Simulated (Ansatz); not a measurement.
A crystal relaxed with r2SCAN in Ansatz 0.2.0 has space group F-43m (No. 216) and a = 4.537 Å.

```
atom  site       x       y       z
  Xx    4a  0.0000  0.0000  0.0000
   P    4d  0.2500  0.2500  0.7500
```

r2SCAN gives an indirect gap of 1.41 eV, from Γ to Γ–X (0.83 of the way from Γ); the least direct gap is 3.60 eV at Γ. With HSE06 the valence top lies at Γ and the conduction bottom at Γ–X (0.83 of the way from Γ), 1.96 eV higher; the smallest vertical gap, at Γ, is 4.34 eV. Meshes: r2SCAN 10×10×10, HSE06 6×6×6. r2SCAN's ε∞ is 8.7 in all directions.

Question: Which element is Xx?
A. Ga
B. Tl
C. In
D. B

Answer: D. Xx is B: zincblende BP. B has 4 P at 1.96 Å; P has 4 B at 1.96 Å.

No spin polarisation and no zero-point or thermal motion.

Where an edge lies off the special points, it is a point of the mesh or the k point where a search put PBE's edge or least direct gap, reused for the other functionals, whose own edges may lie a little apart.

The meshes of the hybrids are coarse, so their gaps aren't converged to the digits shown.
